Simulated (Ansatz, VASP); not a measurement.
**Ga35N37 (N_Ga): VASP beside Ansatz**

One calculation is typed for both programs; each brings its own data sets. How far apart do they land? Of the first pair: The structure shown is the start of the Ansatz relaxation below; VASP solves that cell, so the two are compared at the walk's first step.

Program: Ansatz 0.2.0. Level of theory: plane waves, with VASP 6.6.1 beside it; r2SCAN. Results are calculated unless marked as measured.

**1. The starting structure**

The cell holds 72 atoms: 35 Ga and 37 N. Its edges and angles: a = 9.549 Å, b = 9.549 Å, c = 10.367 Å, α = 90.0°, β = 90.0°, γ = 120.0°. It derives from GaN (GaN (P6_3mc)). Nearest the centre at fractional (0.444, 0.556, 0.500): N52 at 0.05 Å, N57 at 1.92 Å, N53 at 1.93 Å, N56 at 1.93 Å, N40 at 1.98 Å, Ga17 at 3.14 Å, Ga18 at 3.14 Å, Ga6 at 3.14 Å. The cell carries charge −2.

As a file:

```xyz
72
Lattice="9.5493 0.0000 0.0000 -4.7746 8.2699 0.0000 0.0000 0.0000 10.3672" Properties=species:S:1:pos:R:3 pbc="T T T"
Ga    1.6280    0.8970    2.6140
Ga    0.0080    1.8610    5.2220
Ga    1.6240    0.9070    7.8060
Ga   -0.0070    1.8220    0.0428
Ga   -0.0110    3.6300    2.5690
Ga   -1.5530    4.5960    5.2100
Ga   -0.0270    3.6810    7.7290
Ga   -1.5510    4.6210    0.0078
Ga   -1.5930    6.4500    2.6340
Ga   -3.2120    7.3170    5.2020
Ga   -1.5800    6.3860    7.7540
Ga   -3.1950    7.3270    0.0368
Ga    4.8010    0.9570    2.6050
Ga    3.2060    1.8450    5.2230
Ga    4.8170    0.9300    7.7460
Ga    3.2280    1.8290    0.0168
Ga    3.1760    3.7190    2.6110
Ga    3.1910    3.6710    7.7220
Ga    1.5420    4.5970   10.3550
Ga    1.5880    6.4490    2.6340
Ga    0.0190    7.3910    5.1560
Ga    1.5530    6.4070    7.7500
Ga   -0.0120    7.3990   10.3660
Ga    7.9780    0.9480    2.5520
Ga    6.4150    1.8310    5.1870
Ga    7.9600    0.9020    7.8180
Ga    6.3940    1.8720   10.3390
Ga    6.3550    3.6760    2.5380
Ga    4.7710    4.5490    5.2000
Ga    6.3630    3.6320    7.7460
Ga    4.8130    4.5780   10.3350
Ga    4.7700    6.4280    2.6370
Ga    3.1730    7.3790    5.2190
Ga    4.7810    6.4790    7.7870
Ga    3.1830    7.3680   10.3160
N     1.6400    0.9300    4.5450
N    -0.0100    1.8290    1.9970
N     1.6200    0.9350    9.6860
N    -0.0120    1.8740    7.1000
N    -0.0050    3.6320    4.5160
N    -1.5700    4.6070    1.9920
N     0.0170    3.6910    9.7680
N    -1.5750    4.5600    7.1640
N    -1.5970    6.3860    4.5210
N    -3.2040    7.3620    1.9040
N    -1.5670    6.4640    9.7530
N    -3.1510    7.3360    7.1670
N     4.7490    0.8810    4.5200
N     3.2320    1.8420    1.9390
N     4.7560    0.9600    9.7460
N     3.1460    1.8260    7.1630
N     1.5960    4.6130    5.1330
N     3.1610    3.7050    4.5060
N     1.5700    4.5500    1.9530
N     3.1480    3.7080    9.7090
N     1.5470    4.5840    7.1120
N     1.5980    6.4160    4.5870
N    -0.0130    7.3300    1.9050
N     1.5570    6.4630    9.7050
N     0.0310    7.3610    7.0940
N     7.9850    0.8780    4.5310
N     6.3830    1.8260    1.9030
N     7.9690    0.8940    9.7660
N     6.3260    1.8280    7.1030
N     6.4060    3.7020    4.5250
N     4.7950    4.5820    1.9920
N     6.4030    3.7020    9.7450
N     4.7760    4.6380    7.1080
N     4.8140    6.4300    4.5100
N     3.2180    7.3310    1.9190
N     4.8060    6.4570    9.7540
N     3.1800    7.3070    7.1550
```

**2. Ansatz: relaxation, r2SCAN**

Ansatz runs on its default PAW (the set named soft_2) files.

The two programs are compared at the cell with which this relaxation starts, whose forces are those of its first step.

Contents of input.yaml:

```yaml
crystal:
  lattice:
    - [3.18308641, 0.0, 0.0]
    - [-1.5915432, 2.75663369, 0.0]
    - [0.0, 0.0, 5.18358056]
  atoms:
    - { symbol: Ga, position: [0.666667, 0.333333, 0.499108] }
    - { symbol: Ga, position: [0.333333, 0.666667, 0.999108] }
    - { symbol: "N", position: [0.666667, 0.333333, 0.875892] }
    - { symbol: "N", position: [0.333333, 0.666667, 0.375892] }
  supercell: [3, 3, 2]
  defects: [{ substitution: { at: 33, symbol: "N" } }]
total_charge: -2
basis:
  ecutwfc: 500
  xc_grid: 2
hamiltonian:
  xc: r2scan
kpoints:
  mp_grid: { grid: [1, 1, 1], shift: [0.25, 0.25, 0.25] }
scf:
  occupations: { method: fixed }
  max_iter: 100
output:
  forces: true
  charged_corrections:
    epsilon: [5.84, 5.84, 6.02]
    static_epsilon: [10.1, 10.1, 11.18]
    defect_position: [0.444444, 0.555556, 0.499554]
relax:
  f_tol: 0.02
  max_steps: 60
  random_displacement: { amplitude: 0.05, seed: 2351 }
checkpoint:
  write: "../qm2.relax.run"
  compress: false
  write_wavefunctions: true
  write_every: 100000
```

Run with:

```sh
ansatz run input.yaml --threads 32 --pin off --max-ram 84787MiB --backend cuda --events-out ev --progress --plain --runs-dir out --max-vram 78GiB
```

Numbers of over 12 decimals in the logs are rounded to 6 here.

The program printed:

```text
Engine: ansatz 0.2.0, aarch64-unknown-linux-gnu
Pseudopotentials: kind: paw
Pseudopotential: Ga, paw, valence charge 13, recommended cutoff 500 eV (meta_gga), Ga.paw.azcp
Pseudopotential: N, paw, valence charge 5, recommended cutoff 500 eV (meta_gga), N.paw.azcp
Functional definition: r2SCAN
  parameter k0 = 0.174
  parameter k1 = 0.065
  parameter a1 = 4.9479
  exchange = r2scan_x(k0 = k0, k1 = k1, a1 = a1)
  correlation = r2scan_c
[...]
Crystal: 72 atoms, lattice volume = 818.710 Å³
Basis set: ecut = 500 eV, 20899 PW (Γ), exchange–correlation on 144×144×160 points (8 copies of the dense FFT grid, shifted against one another)
Bands: 393, of which v1, the nominal top of the filled ones, is band 321 counted from 1 (320 counted from 0)
Symmetry: 1 space group operations
k-points: 1
Non-local potential: Ga, projectors of the file, l = 0: 2, l = 1: 2, l = 2: 3, l = 3: 1
Non-local potential: N, projectors of the file, l = 0: 2, l = 1: 2, l = 2: 1
PAW form: soft (Blöchl's): semilocal exchange-correlation on the pseudo side does not see the compensation charge
PAW frozen core: Ga, regenerated for the run's functional (the file was generated under x = pbe(κ = 0.804, μ = 0.219515), c = pbe(β = 0.066725))
PAW frozen core: N, regenerated for the run's functional (the file was generated under x = pbe(κ = 0.804, μ = 0.219515), c = pbe(β = 0.066725))
PAW one-centre angular grid: Ga, 590 points (default); XC on 160 Gauss nodes
PAW one-centre angular grid: N, 302 points (default); XC on 160 Gauss nodes
Initial density: superposition of atomic densities (neutral atoms scaled as one to the charged cell's electrons: chi_scale 0, normalization atom), corrected by the library's trained network
Initial wavefunctions: pseudopotential atomic-orbital guess
[...]
Functional: x = r2scan, c = r2scan; τ floored in thin density (d = 2e-4 eV/Å³)
SCF iter   1: F=—  HF=-146910.150245 eV  |Δ(HF+E_count)|=         —  Δρ=2.53e-2  dr2=1.05e1  dr2_τ=3.53e0  Hψ=1139
preconditioner: auto → Resta (q_TF=auto, 2.620 Å⁻¹)  ε∞=4.7  [insulator: Δε(μ)=0.171 eV  Ē_g=17.183 eV  n_scr=236 (ndim 8)  ℏωp=32.9 eV  f_vac=0.009  ε∞_Penn≈4.7]
SCF iter   2: F=—  HF=-146910.839473 eV  |Δ(HF+E_count)|=   6.89e-1  Δρ=2.55e-2  dr2=8.35e0  dr2_τ=1.07e0  Hψ=547
[...]
SCF iter  11: F=-146910.116975 eV  HF=-146910.116977 eV  |Δ(HF+E_count)|=   3.56e-6  Δρ=1.49e-5  dr2=2.64e-6  dr2_τ=8.36e-8  Hψ=1356
SCF 1 converged in 11 iterations: F = -146910.116975 eV  dr2 = 2.64e-6
  greatest PAW one-centre occupation: 0.995 electrons in one spin orbital (limit 2), on the Ga atom at site 41 (counted from 0), in its partial waves of l = 2
relax step   1: F+E_penalty+E_count = -146910.11697492 eV  Δ(F+E_penalty+E_count) = +0.000e0 eV  max|allowed force component| = 1.864e0 eV/Å  Δτ_max = 0.0000 Å  (11 SCF iters, dr2 threshold 1.00e-5 eV, accepted)
[... from here on, the SCF cycles and remarks between the steps are left out ...]
relax step   2: F+E_penalty+E_count = -146912.23298698 eV  Δ(F+E_penalty+E_count) = -2.116e0 eV  max|allowed force component| = 3.669e0 eV/Å  Δτ_max = 0.1768 Å  (9 SCF iters, dr2 threshold 1.00e-4 eV, accepted)
relax step   3: F+E_penalty+E_count = -146913.59802858 eV  Δ(F+E_penalty+E_count) = -1.365e0 eV  max|allowed force component| = 2.700e0 eV/Å  Δτ_max = 0.1957 Å  (7 SCF iters, dr2 threshold 1.00e-4 eV, accepted)
relax step   4: F+E_penalty+E_count = -146914.40485321 eV  Δ(F+E_penalty+E_count) = -8.068e-1 eV  max|allowed force component| = 1.163e0 eV/Å  Δτ_max = 0.1951 Å  (7 SCF iters, dr2 threshold 1.00e-4 eV, accepted)
relax step   5: F+E_penalty+E_count = -146914.68633323 eV  Δ(F+E_penalty+E_count) = -2.815e-1 eV  max|allowed force component| = 2.945e-1 eV/Å  Δτ_max = 0.2000 Å  (7 SCF iters, dr2 threshold 1.00e-4 eV, accepted)
relax step   6: F+E_penalty+E_count = -146914.61898408 eV  Δ(F+E_penalty+E_count) = +6.735e-2 eV  max|allowed force component| = 1.070e0 eV/Å  Δτ_max = 0.2000 Å  (8 SCF iters, dr2 threshold 5.56e-6 eV, rejected (line search))
relax step   7: F+E_penalty+E_count = -146914.73398166 eV  Δ(F+E_penalty+E_count) = -4.765e-2 eV  max|allowed force component| = 3.654e-1 eV/Å  Δτ_max = 0.0806 Å  (9 SCF iters, accepted)
relax step   8: F+E_penalty+E_count = -146914.75431921 eV  Δ(F+E_penalty+E_count) = -2.034e-2 eV  max|allowed force component| = 4.446e-1 eV/Å  Δτ_max = 0.0452 Å  (6 SCF iters, dr2 threshold 8.56e-6 eV, accepted)
relax step   9: F+E_penalty+E_count = -146914.78710143 eV  Δ(F+E_penalty+E_count) = -3.278e-2 eV  max|allowed force component| = 3.574e-1 eV/Å  Δτ_max = 0.1463 Å  (6 SCF iters, dr2 threshold 1.00e-4 eV, accepted)
relax step  10: F+E_penalty+E_count = -146914.81202881 eV  Δ(F+E_penalty+E_count) = -2.493e-2 eV  max|allowed force component| = 1.491e-1 eV/Å  Δτ_max = 0.0530 Å  (5 SCF iters, dr2 threshold 8.25e-5 eV, accepted)
relax step  11: F+E_penalty+E_count = -146914.83425264 eV  Δ(F+E_penalty+E_count) = -2.222e-2 eV  max|allowed force component| = 2.078e-1 eV/Å  Δτ_max = 0.1502 Å  (7 SCF iters, dr2 threshold 3.87e-6 eV, accepted)
relax step  12: F+E_penalty+E_count = -146914.84731234 eV  Δ(F+E_penalty+E_count) = -1.306e-2 eV  max|allowed force component| = 1.968e-1 eV/Å  Δτ_max = 0.0415 Å  (5 SCF iters, dr2 threshold 7.51e-6 eV, accepted)
relax step  13: F+E_penalty+E_count = -146914.86590155 eV  Δ(F+E_penalty+E_count) = -1.859e-2 eV  max|allowed force component| = 1.087e-1 eV/Å  Δτ_max = 0.0797 Å  (5 SCF iters, dr2 threshold 3.47e-5 eV, accepted)
relax step  14: F+E_penalty+E_count = -146914.85604460 eV  Δ(F+E_penalty+E_count) = +9.857e-3 eV  max|allowed force component| = 2.264e-1 eV/Å  Δτ_max = 0.0526 Å  (6 SCF iters, dr2 threshold 3.61e-6 eV, rejected (line search))
relax step  15: F+E_penalty+E_count = -146914.86891216 eV  Δ(F+E_penalty+E_count) = -3.011e-3 eV  max|allowed force component| = 3.117e-2 eV/Å  Δτ_max = 0.0158 Å  (8 SCF iters, accepted)
relax step  16: F+E_penalty+E_count = -146914.86530857 eV  Δ(F+E_penalty+E_count) = +3.604e-3 eV  max|allowed force component| = 1.057e-1 eV/Å  Δτ_max = 0.0321 Å  (7 SCF iters, rejected (line search))
relax step  17: F+E_penalty+E_count = -146914.86923056 eV  Δ(F+E_penalty+E_count) = -3.184e-4 eV  max|allowed force component| = 1.121e-2 eV/Å  Δτ_max = 0.0049 Å  (7 SCF iters, accepted)
[...]
NSCF: frozen V_eff on 1 k-points
the band table was solved once a step of the walk had ended and its energy, with any forces and stress, was formed, with the checks that follow a solve (1858 applications of the Hamiltonian). They found nothing against the state; the energy, forces and stress were not computed again (output.eigenvalues in the input reference)
[...]
iter 1 solved again at ethr=9.50e-12 eV; its pass at ethr=3.10e-3 eV (dr2=6.10e-8 eV) is discarded
SCF iter   1: F=—  HF=-146914.869231 eV  |Δ(HF+E_count)|=         —  Δρ=3.09e-6  dr2=6.14e-8  dr2_τ=7.72e-9  Hψ=1411
[...]
SCF iter   2: F=-146914.869231 eV  HF=-146914.869231 eV  |Δ(HF+E_count)|=   9.69e-9  Δρ=1.64e-6  dr2=1.41e-8  dr2_τ=1.41e-9  Hψ=1324
SCF 18 converged in 2 iterations: F = -146914.869231 eV  dr2 = 1.41e-8
[...]
NSCF: frozen V_eff on 1 k-points
the band table was solved once a step of the walk had ended and its energy, with any forces and stress, was formed, with the checks that follow a solve (1475 applications of the Hamiltonian). They found nothing against the state; the energy, forces and stress were not computed again (output.eigenvalues in the input reference)
SCF converged after 2 iterations
Free energy (F): -146914.869231 eV
Harris-Foulkes:  -146914.869231 eV  (|F-HF|=1.09e-8)
Internal energy: -146914.869231 eV  (E = F + TS)
E sigma→0 (E₀):  -146914.869231 eV
Fermi energy:    11.429050 eV
--- Per-component energies (eV) ---
  E_band       = -628.598729
  E_kinetic    = 8931.207956
  E_local      = -69648.295345  (includes V_loc(G=0)·N_el)
  E_nonlocal   = 16773.783963
  E_hartree    = 32058.084508
  E_xc         = -4399.556380
  E_vxc        = -5223.245429  (∫ρ·V_xc dr)
  E_paw        = -75060.684172  (= ΣΔE_a)
  E_vpaw       = -15864.746729  (= ΣTr[D̂ρ^β])
  E_aug_tail   = -0.000777  (compensation charges beyond the density's cutoff)
  E_vtau       = 286.529060  (kinetic-family band-sum trace: ∫τ·v_τ [+ j·A + Jᵃ·Aᵃ] dr)
  E_ewald      = -55545.457650
  E_core_change = -23.951335  (= ΣΔE_core)
  E_smearing   = -0.000000  (= −TS)
  E_closure    = 0.000000  (closes the sum)
  E_deformation_potential = -35.685364  (in the stress; not in F)
  Σ components = -146914.869231   (vs F -146914.869231, Δ=0.00e0)
--- Forces (eV/Å), atoms counted from 1 ---
  atom   1  Ga     0.00029604     0.00169274    -0.00254536
  atom   2  Ga    -0.00534767     0.00186175     0.00029819
  atom   3  N      0.00297421     0.00041018     0.00071710
  atom   4  N     -0.00113816     0.00088949    -0.00101820
  atom   5  Ga    -0.00126663     0.00162558     0.00135023
  atom   6  Ga    -0.00213216    -0.00300624    -0.00115782
  [... 66 more lines of this table ...]
  max |Σ_I F_I| component: 1.38e-3 eV/Å
--- Charged-cell corrections in eV (Makov–Payne, q = -2.000 e, ε = [10.100, 10.100, 11.180]) ---
  F (periodic)     = -146914.869231  (uncorrected; the corrections below are reported, never added to it)
  E_corr1          = +0.839777  (monopole, q²α_M/2ε̄L, of the cell on which ε is isotropic)
  F Makov-Payne    = -146914.029453  (F + E_corr1; no measured alignment; for a localised charge, not one spread in a band: unchecked)
  no potential alignment in this run, which stands beside a crystal: run the host's input off ansatz write-host-input, and read the two finished runs by ansatz place-levels (neither reads a slab, a wire or a sheet, whose cell leaves a vacuum)
--- Band table (eV) ---
  k-point 0: bands = ["-8.0662", "-7.3568", "-7.1967", "-7.0982", "-7.0448", "-6.9452", "-6.8324", "-6.7975", "-6.7692", "-6.7356", "-6.7029", "-6.6874", "-6.6680", "-6.6407", "-6.6333", "-6.6236", "-
--- Relaxed structure (17 steps of the walk, 14 accepted, 0 SCFs on fresh bases) ---
  F+E_penalty+E_count = -146914.86923056 eV   max|allowed force component| = 1.121e-2 eV/Å
  atoms:
    - { symbol: Ga, position: [0.222483, 0.111927, 0.250352] }
    - { symbol: Ga, position: [0.109546, 0.225854, 0.497283] }
    - { symbol: N, position: [0.222818, 0.113636, 0.438220] }
    - { symbol: N, position: [0.108142, 0.217407, 0.187603] }
    - { symbol: Ga, position: [0.223734, 0.113648, 0.748384] }
    - { symbol: Ga, position: [0.108179, 0.220444, 1.001309] }
  [... 66 more lines of this table ...]
```

(Part 1 of 2 ends here.)

[Lines on the potential files, build, host, timing and source positions are cut from VASP's logs without a mark.]

[Logs are printed without paths, hosts, clocks, repeated set-up lines and the standing remarks that a program may print on its own settings, such as how far it seeks lower states.]

[Hosts, paths, dates, database ids (printed as entryN), source tags and the programs' standing remarks are cut or masked in the printed files.]
